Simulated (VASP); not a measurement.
Runs of VASP 6.6.1 on CaO. It takes space group Pm-3m (No. 221, cubic). The conventional cell has a = 2.851 Å, b = 2.851 Å, c = 2.851 Å, α = 90.00°, β = 90.00°, γ = 90.00°. Around Ca (site symmetry m-3m) lie 8 O at 2.47 Å. Around O (site symmetry m-3m) lie 8 Ca at 2.47 Å. The cell was built by a generator and needn't be a form met in nature.

```tsv
cell	target pressure	gap on the mesh (eV)	pressure (GPa)
relaxed to 0.0001 GPa	0.0001 GPa	(a)	0.0
relaxed to 100 GPa	100 GPa	2.32	100.0
relaxed to 30 GPa	30 GPa	2.65	30.0
relaxed to 75 GPa	75 GPa	(b)	75.0
relaxed to 50 GPa	50 GPa	2.56	50.0
relaxed to 12 GPa	12 GPa	2.73	12.0
```

Alike in all rows: task relaxation of cell and atoms; level PBE; potentials or basis VASP PAW PBE potentials, release 64 (Ca_sv, O); no spin polarisation; k mesh 8 × 8 × 8; cutoff (eV) 520; smearing gaussian 0.1 eV.

**Question.** Estimate the missing entries.

**Answer.** (a) 2.77; (b) 2.44.

Caveats: the cell is relaxed towards a set pressure, so the enthalpy falls and the energy may rise; the relaxation stopped at its first step, so nothing moved (some runs).

A k mesh can miss the band edges.
